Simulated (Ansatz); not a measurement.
BAs, h-MgO type (it has left that coordination) was relaxed with r2SCAN, strained in 2 ways (changes of length per length), its atoms relaxed again with r2SCAN, and run with PBE in Ansatz. The cell comes from a prototype generator: it can be a known phase or a hypothetical one. Spin polarisation is off.

Uniaxial +1.59 % along z, other directions held. Input:
```yaml
crystal:
  lattice:
    - [3.3658574079, 0.0, 0.0]
    - [-1.6829287039, 2.9149180208, 0.0]
    - [0.0, 0.0, 8.8836262219]
  atoms:
    - { symbol: B, position: [0.3333333333, 0.6666666667, 0.25] }
    - { symbol: B, position: [0.6666666667, 0.3333333333, 0.75] }
    - { symbol: As, position: [0.6666666667, 0.3333333333, 0.25] }
    - { symbol: As, position: [0.3333333333, 0.6666666667, 0.75] }
kpoints:
  mp_grid: { grid: [12, 12, 4] }
  band_path:
    path:
      - [0.0, 0.0, 0.0]
      - [0.5, 0.0, 0.0]
      - [0.3333333333, 0.3333333333, 0.0]
      - [0.0, 0.0, 0.5]
      - [0.5, 0.0, 0.5]
      - [0.3333333333, 0.3333333333, 0.5]
      - [0.3666666667, 0.2666666667, 0.0]
      - [0.308594, 0.308594, 0.0]
    npoints: 1
hamiltonian:
  xc: pbe
scf:
  occupations: { method: fermi_dirac, width: 0.02 }
  n_extra_bands: 5
output:
  forces: true
  stress: true
  eigenvalues: true
  write_density: true
  write_potential: true
  elf: true
  volumetric_format: npy
```

Main results, then levels in eV from the Fermi energy at the points of the path (names of the unstrained zone, bands numbered from 0):
```
Crystal: 4 atoms, lattice volume = 87.159 Å³
Basis set: ecut = 420 eV, 1709 PW (Γ)
Symmetry: 24 space group operations
Space group: P63/mmc (ITA 194)
k-points: 57 of 576
Free energy (F): -10022.674164 eV
Fermi energy:    5.250585 eV
--- Stress (GPa, compression-positive) ---
        1.969426       0.000000       0.000000
        0.000000       1.969426       0.000000
        0.000000       0.000000       0.521863
  P = ⅓ Tr σ = 1.4869 GPa (14.869 kbar)
```
```tsv
point	band_13	band_14	band_15	band_16	band_17	band_18	band_19	band_20
Γ	-3.784	-1.883	-1.883	-1.856	-1.856	2.943	3.513	3.691
M	-8.594	-3.980	-3.943	-1.814	-0.997	0.623	1.623	2.130
K	-8.277	-6.439	-6.366	-0.522	-0.522	0.587	0.587	5.162
A	-4.365	-1.869	-1.869	-1.869	-1.869	3.573	3.573	4.526
L	-8.618	-3.962	-3.962	-1.432	-1.432	1.058	1.058	2.205
H	-8.278	-6.403	-6.403	-0.366	-0.366	0.366	0.366	5.887
(0.367,0.267,0)	-8.281	-6.231	-6.161	-0.953	-0.347	0.391	0.997	5.341
(0.309,0.309,0)	-8.239	-6.342	-6.270	-0.902	-0.327	0.404	0.951	5.250
```

With PBE the valence top lies at Γ–K (0.93 of the way from Γ) and the conduction bottom at H, 0.69 eV higher; the smallest vertical gap, at Γ–K (0.93 of the way from Γ), is 0.73 eV. With the atoms held, the mean pressure is +1.49 GPa (compression positive).

**Question.** Isotropic -1.23 % on every length gives these blocks instead:
```yaml
crystal:
  lattice:
    - [3.3244573618, 0.0, 0.0]
    - [-1.6622286809, 2.8790645291, 0.0]
    - [0.0, 0.0, 8.6370288605]
  atoms:
    - { symbol: B, position: [0.3333333333, 0.6666666667, 0.25] }
    - { symbol: B, position: [0.6666666667, 0.3333333333, 0.75] }
    - { symbol: As, position: [0.6666666667, 0.3333333333, 0.25] }
    - { symbol: As, position: [0.3333333333, 0.6666666667, 0.75] }
kpoints:
  mp_grid: { grid: [12, 12, 4] }
  band_path:
    path:
      - [0.0, 0.0, 0.0]
      - [0.5, 0.0, 0.0]
      - [0.3333333333, 0.3333333333, 0.0]
      - [0.0, 0.0, 0.5]
      - [0.5, 0.0, 0.5]
      - [0.3333333333, 0.3333333333, 0.5]
      - [0.3666666667, 0.2666666667, 0.0]
      - [0.30599, 0.30599, 0.0]
    npoints: 1
output:
  forces: true
  stress: true
  eigenvalues: true
```
What comes out?

**Answer.**
```
Crystal: 4 atoms, lattice volume = 82.668 Å³
Basis set: ecut = 420 eV, 1685 PW (Γ)
Symmetry: 24 space group operations
Space group: P63/mmc (ITA 194)
k-points: 57 of 576
Free energy (F): -10022.605956 eV
Fermi energy:    5.754961 eV
--- Stress (GPa, compression-positive) ---
        7.147643       0.000000       0.000000
        0.000000       7.147643       0.000000
        0.000000       0.000000       0.797496
  P = ⅓ Tr σ = 5.0309 GPa (50.309 kbar)
```
```tsv
point	band_13	band_14	band_15	band_16	band_17	band_18	band_19	band_20
Γ	-3.834	-1.835	-1.835	-1.800	-1.800	2.938	3.968	4.197
M	-8.708	-4.017	-3.970	-1.916	-0.954	0.554	1.724	2.282
K	-8.343	-6.597	-6.507	-0.560	-0.560	0.644	0.644	5.088
A	-4.513	-1.817	-1.817	-1.817	-1.817	4.032	4.032	4.677
L	-8.738	-3.994	-3.994	-1.470	-1.470	1.055	1.055	2.375
H	-8.345	-6.552	-6.552	-0.351	-0.351	0.349	0.349	5.875
(0.367,0.267,0)	-8.353	-6.372	-6.286	-1.021	-0.318	0.378	1.082	5.276
(0.306,0.306,0)	-8.294	-6.471	-6.383	-1.018	-0.299	0.398	1.081	5.200
```
The PBE gap is indirect, 0.65 eV (Γ–K (0.92 of the way from Γ) to H), below the direct gap of 0.70 eV at k = (0.367, 0.267, 0). With the atoms held, the mean pressure is +5.03 GPa (compression positive).

The runs are scalar-relativistic, without spin-orbit coupling.
